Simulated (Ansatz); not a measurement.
## Te under changes of volume

One of the cells (31.146 Å³/atom); the others are scaled copies at fixed shape and fractional positions:

```
Te
1.0
     2.30590    1.33131    1.69095
    -2.30590    1.33131    1.69095
     0.00000   -2.66263    1.69095
Te
1
Direct
  0.50000 0.50000 0.50000
```

This isn't the form of Te at room conditions, which is trigonal, of chains.

| Quantity | Value |
| --- | --- |
| Program | Ansatz 0.2.0 |
| Functional | PBEsol |
| Potentials or basis | Ansatz PAW |
| Cutoff | 420 eV (not typed: the program's choice for these potentials) |
| k mesh | 9 × 9 × 9 |
| Occupations | fermi-dirac, width 0.05 eV |
| Spin | no spin polarisation |

| volume (Å³/atom) | energy over the lowest point (meV/atom) | pressure (GPa) |
| --- | --- | --- |
| 29.277 | 21.39 | 4.0 |
| 29.900 | 8.94 | 2.5 |
| 30.523 | ? | ? |
| 31.146 | 0.00 | -0.1 |
| 31.769 | 2.45 | -1.2 |
| 32.392 | 8.89 | -2.1 |
| 33.015 | 18.89 | -3.0 |

Question: What does the run at 30.523 Å³/atom give?

Answer: Energy over the lowest point 2.00 meV/atom; pressure 1.1 GPa.

Worked out: A Birch-Murnaghan fit of order 3 (a polynomial in V^(-2/3)) to the other rows has its minimum at 31.10 Å³/atom with B0 = V·E''(V) = 57 GPa and B' = 4.4 at fixed shape and positions, which overstates the stiffness. It gives 2.00 meV/atom at 30.523 Å³/atom, against the run's 2.00, and -dE/dV = 1.1 GPa, against 1.1.

Energies are extrapolated to zero smearing.

Caveats: the PAW data sets come from PBE, with cores solved anew for the run's functional, which leaves a small shift of forces and pressure.
